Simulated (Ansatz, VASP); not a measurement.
**One calculation of BaTiO3, two programs**

File INCAR:

```
SYSTEM = BaTiO3
PREC = Accurate ; ENCUT = 520
EDIFF = 1E-7 ; ISMEAR = 1
SIGMA = 0.05 ; LREAL = .FALSE.
LASPH = .TRUE. ; NELM = 150
ALGO = Normal ; ISIF = 2
LWAVE = .FALSE. ; LCHARG = .TRUE.
LMAXMIX = 4 ; LDAU = .TRUE.
LDAUTYPE = 2 ; LDAUL = -1 2 -1
LDAUU = 0 3 0 ; LDAUJ = 0 0 0
LDAUPRINT = 1 ; GGA = PE
LELF = .TRUE. ; LVHAR = .TRUE.
NBANDS = 28
```

File KPOINTS:

```
Automatic mesh
0
G
  6 6 6
  0 0 0
```

The input POSCAR:

```
BaTiO3
1.0
    4.0060000000      0.0000000000      0.0000000000
    0.0000000000      4.0060000000      0.0000000000
    0.0000000000      0.0000000000      4.0060000000
Ba Ti O
1 1 3
Direct
    0.5000000000      0.5000000000      0.5000000000
    0.0000000000      0.0000000000      0.0000000000
    0.5000000000      0.0000000000      0.0000000000
    0.0000000000      0.5000000000      0.0000000000
    0.0000000000      0.0000000000      0.5000000000
```

Input for Ansatz:

```yaml
crystal:
  lattice:
    - [4.006, 0.0, 0.0]
    - [0.0, 4.006, 0.0]
    - [0.0, 0.0, 4.006]
  atoms:
    - { symbol: Ba, position: [0.5, 0.5, 0.5] }
    - { symbol: Ti, position: [0.0, 0.0, 0.0] }
    - { symbol: O, position: [0.5, 0.0, 0.0] }
    - { symbol: O, position: [0.0, 0.5, 0.0] }
    - { symbol: O, position: [0.0, 0.0, 0.5] }
kpoints:
  mp_grid:
    grid: [6, 6, 6]
hamiltonian:
  hubbard:
    - { species: Ti, l: d, u_eff: 3.0 }
scf:
  occupations:
    method: cold
    width: 0.05
output:
  eigenvalues: true
```

Alike in both runs: task single point; functional PBE; k mesh 6 × 6 × 6; no spin polarisation; Hubbard terms Ti d U = 3.0 eV.

```csv
,VASP,Ansatz
version,VASP 6.6.1,Ansatz 0.2.0
potentials or method,"VASP PAW PBE potentials, release 64 (Ba_sv, Ti_sv, O)","plane waves, PAW"
plane-wave cutoff (eV),520,420
occupations,"methfessel-paxton of order 1, width 0.05 eV","cold, width 0.05 eV"
valence electrons in the cell,40,40
```

|  | VASP | Ansatz | Ansatz less VASP |
| --- | --- | --- | --- |
| gap on the k mesh at the Fermi level (eV) | 2.08 | 2.13 | +0.046 |

The programs project onto different local orbitals, so the same U acts differently.

Caveats: spin-orbit coupling is left out, which moves the levels of the heavy elements. A k mesh can miss the band edges.
